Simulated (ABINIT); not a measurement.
Runs of ABINIT 10.8.3 (patched build) on PbSe (Clausthalite). It takes space group Fm-3m (No. 225, cubic). Conventional cell: a = 6.121 Å, b = 6.121 Å, c = 6.121 Å, α = 90.00°, β = 90.00°, γ = 90.00°. Pb (site symmetry m-3m) is surrounded by 6 Se at 3.06 Å. Se (site symmetry m-3m) has 6 Pb at 3.06 Å as nearest neighbours. 

```csv
cell,gap on the mesh (eV),pressure (GPa)
relaxed to 20 GPa,0.61,20.0
relaxed to 5 GPa,0.14,5.0
relaxed to 30 GPa,0.86,30.0
relaxed to 10 GPa,(b),10.0
relaxed,(a),0.0
```

Alike in all rows: task relaxation of cell and atoms; level PBE; potentials or basis JTH PAW PBE v2.0; no spin polarisation; k mesh 8 × 8 × 8; cutoff (eV) 599; smearing fermi-dirac 0.05 eV.

Q: Estimate the missing entries.

A: (a) 0.43; (b) 0.13.

Caveats: spin-orbit coupling is left out, which as a rule narrows the gap of such compounds by several tenths of an eV.

A k mesh can miss the band edges, and the runs leave out spin-orbit coupling on Pb, Se.
